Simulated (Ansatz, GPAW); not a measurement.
## PbS: 3 runs at one level of theory

```
Pb S
1.0
     0.00000    2.96575    2.96575
     2.96575    0.00000    2.96575
     2.96575    2.96575    0.00000
Pb S
1 1
Direct
  0.00000 0.00000 0.00000
  0.50000 0.50000 0.50000
```

Alike in all runs: task single point; functional PBE; k mesh 8 × 8 × 8; occupations gaussian, width 0.014 eV; no spin polarisation; no spin-orbit coupling. Pressure is positive in compression and, in plane waves, holds the error of the finite cutoff, which Ansatz's Pulay term estimates and takes out.

```tsv
program and potentials	plane-wave cutoff (eV)	notes	band gap (eV)	pressure (GPa)
Ansatz, Ansatz PAW	420	-	?	?
GPAW, GPAW PAW data sets (gpaw-data 1.2.1)	600	-	0.31	2.00
Ansatz, all-electron LAPW, scalar-relativistic	-	-	0.36	2.24
```

Task: Estimate from the other rows what the run with Ansatz, Ansatz PAW gave.

Result: Band gap 0.36 eV; pressure 2.23 GPa. The other rows, which needn't bracket it: band gap 0.31 to 0.36; pressure 2.00 to 2.24.
